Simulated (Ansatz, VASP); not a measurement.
**Li2Se in VASP and in Ansatz**

```
Se Li
1.0
     0.00000    3.02238    3.02238
     3.02238    0.00000    3.02238
     3.02238    3.02238    0.00000
Se Li
1 2
Direct
  0.00000 0.00000 0.00000
  0.75000 0.75000 0.75000
  0.25000 0.25000 0.25000
```

Change from the starting cell: volume scaled by 1.02.

Alike in both runs: task single point; functional PBE; k mesh 8 × 8 × 8; occupations fermi-dirac, width 0.05 eV; no spin polarisation.

```csv
,VASP,Ansatz
version,VASP 6.6.1,Ansatz 0.2.0
potentials or method,"VASP PAW PBE potentials, release 64 (Se, Li_sv)",Ansatz PAW
plane-wave cutoff (eV),520,420
valence electrons in the cell,12,22
```

|  | VASP | Ansatz | Ansatz less VASP |
| --- | --- | --- | --- |
| gap on the k mesh at the Fermi level (eV) | 2.99 | 3.00 | +0.007 |
| least direct gap on the mesh (eV) | 3.31 | 3.30 | -0.009 |

The two sets of potentials don't hold the same shells in valence.

 A k mesh can miss the band edges.
